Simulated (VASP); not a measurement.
# From an Ansatz input to VASP: PbS (strained database structure)

Ansatz input

```yaml
crystal:
  lattice:
    - [2.0303538913, 1.1722253656, 3.5538438819]
    - [-2.0303538913, 1.1722253656, 3.5538438819]
    - [0.0, -2.3444507314, 3.5538438819]
  atoms:
    - { symbol: Pb, position: [0.9781436759, 0.9781436759, 0.9781436759] }
    - { symbol: S, position: [0.4774576541, 0.4774576541, 0.4774576541] }
kpoints:
  mp_grid: { grid: [8, 8, 8] }
  band_path:
    path:
      - [0.0, 0.0, 0.0]
      - [-0.5, -0.5, -0.5]
      - [-0.5, -0.2499966092, -0.7500033908]
      - [-0.2499966092, 0.2499966092, -0.5]
      - [0.0, 0.0, -0.5]
      - [0.0, 0.3749983046, -0.3749983046]
      - [-0.3749983046, 0.0, -0.6250016954]
      - [-0.5, 0.0, -0.5]
    npoints: 1
hamiltonian:
  xc: r2scan
scf:
  occupations: { method: fermi_dirac, width: 0.02 }
  n_extra_bands: 4
output:
  forces: true
  stress: true
  eigenvalues: true
```

Task: Which VASP files do the same job?

Result: 

INCAR

```
NBANDS = 17
SIGMA = 0.02
PREC = Accurate
ISIF = 2
IBRION = -1
METAGGA = R2SCAN
NELM = 120
LASPH = .TRUE.
LREAL = .FALSE.
ISMEAR = -1
ENCUT = 520
EDIFF = 1E-7
ALGO = Normal
NSW = 0
LWAVE = .FALSE.
LCHARG = .FALSE.
```

KPOINTS

```
KPOINTS created by Atomic Simulation Environment
0
Gamma
8 8 8
0 0 0
```

KPOINTS_OPT

```
special points
8
Reciprocal
0.0000000000 0.0000000000 0.0000000000 1
-0.5000000000 -0.5000000000 -0.5000000000 1
-0.5000000000 -0.2499966092 -0.7500033908 1
-0.2499966092 0.2499966092 -0.5000000000 1
0.0000000000 0.0000000000 -0.5000000000 1
0.0000000000 0.3749983046 -0.3749983046 1
-0.3749983046 0.0000000000 -0.6250016954 1
-0.5000000000 0.0000000000 -0.5000000000 1
```

POSCAR

```
Pb S
 1.0000000000000000
     2.0303538912778363    1.1722253656461294    3.5538438819109945
    -2.0303538912778363    1.1722253656461294    3.5538438819109945
     0.0000000000000000   -2.3444507313922589    3.5538438818780098
 Pb  S
   1   1
Cartesian
 -0.0000000000000001 -0.0000000000978137 10.4285097546491734
  0.0000000000000000 -0.0000000000477456  5.0904298886688339
```

VASP ran with the recommended PBE PAW datasets (20 valence electrons in the cell). Other inputs would serve too.

```
                                                      Ansatz     VASP
gap between bands v and c  -0.01 eV (bands overlap: a metal)  0.00 eV
         least direct gap                            0.39 eV  0.40 eV
                 pressure                            3.0 GPa  3.0 GPa
```

Each program uses its own PAW datasets. VASP's cell holds 20 valence electrons and Ansatz's 20. Ansatz's stress includes a Pulay correction; VASP's doesn't.
